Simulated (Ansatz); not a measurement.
Take GeO2 in the rutile structure (space group P4_2/mnm, No. 136) as the base.

```yaml
crystal:
  lattice:
    - [4.41054, 0.00000, 0.00000]
    - [0.00000, 4.41054, 0.00000]
    - [0.00000, 0.00000, 2.87016]
  atoms:
    - { symbol: Ge, position: [0.00000, 0.00000, 0.00000] }
    - { symbol: Ge, position: [0.50000, 0.50000, 0.50000] }
    - { symbol: O, position: [0.30600, 0.30600, 0.00000] }
    - { symbol: O, position: [0.80600, 0.19400, 0.50000] }
    - { symbol: O, position: [0.19400, 0.80600, 0.50000] }
    - { symbol: O, position: [0.69400, 0.69400, 0.00000] }
```

Cartesian axes are those of the cell as printed.

Computed with Kohn–Sham DFT with the r2SCAN functional, run in Ansatz (a first-principles code) with PAW and 500 eV plane waves, no SOC.

Strains are applied to the cell and any free atomic positions relax; under biaxial strain the out-of-plane vector relaxes too.

One change was made to it. Results:

```json
[
 {"quantity": "gap character", "base": "direct at Γ", "after": "direct at Γ"},
 {"quantity": "band gap", "base": "2.51 eV", "after": "2.01 eV"}
]
```

Task: Which of these changes matches the shifts?
A) strain tensor (xx, yy, zz, yz, xz, xy) = (−1.71, +0.39, +0.07, −1.52, −0.14, −0.37) %
B) isotropic strain +1.27 %
C) tensor shear ε_xz = −2.05 %
D) biaxial strain +4.66 %, plane normal [001], relaxed out of plane

Result: B, isotropic strain +1.27 %. For comparison, the band gap in the other runs: strain tensor (xx, yy, zz, yz, xz, xy) = (−1.71, +0.39, +0.07, −1.52, −0.14, −0.37) % gives 2.66 eV; biaxial strain +4.66 %, plane normal [001], relaxed out of plane gives 2.20 eV; tensor shear ε_xz = −2.05 % gives 2.50 eV.

Semilocal Kohn–Sham gaps tend to fall short of experiment. Whether these cells are dynamically stable was not tested. Labels are those of the standard path for the cell's own space group.
